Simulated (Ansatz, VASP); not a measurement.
## Pt: VASP beside Ansatz

```xyz
1
Lattice="-1.5569 1.5569 1.5569 1.5569 -1.5569 1.5569 1.5569 1.5569 -1.5569" Properties=species:S:1:pos:R:3 pbc="T T T"
Pt    0.0000    0.0000    0.0000
```

The cell was built by a generator and needn't be a form met in nature.

Alike in both runs: task relaxation of cell and atoms; functional r2SCAN; k mesh 14 × 14 × 14; occupations fermi-dirac, width 0.1 eV; no spin polarisation.

|  | VASP | Ansatz |
| --- | --- | --- |
| version | VASP 6.6.1 | Ansatz 0.2.0 |
| potentials or method | VASP PAW PBE potentials, release 64 (Pt) | plane waves (500 eV) with PAW, scalar-relativistic |
| plane-wave cutoff (eV) | 600 | 500 |
| valence electrons in the cell | 10 | 18 |

|  | VASP | Ansatz | Ansatz less VASP |
| --- | --- | --- | --- |
| relaxed volume (Å³/atom) | 15.53 | 15.49 | -0.042 |
| relaxed cell length with the largest relative difference (Å) | 2.723 | 2.720 | -0.0025 |
| energy change over the relaxation (meV/atom) | -11 | -9 | +1.9 |

The two sets of potentials don't hold the same shells in valence.

Caveats: the PAW data sets were made with another functional, which shifts forces and pressure a little (VASP). Spin-orbit coupling is left out, which matters for the levels of Pt.
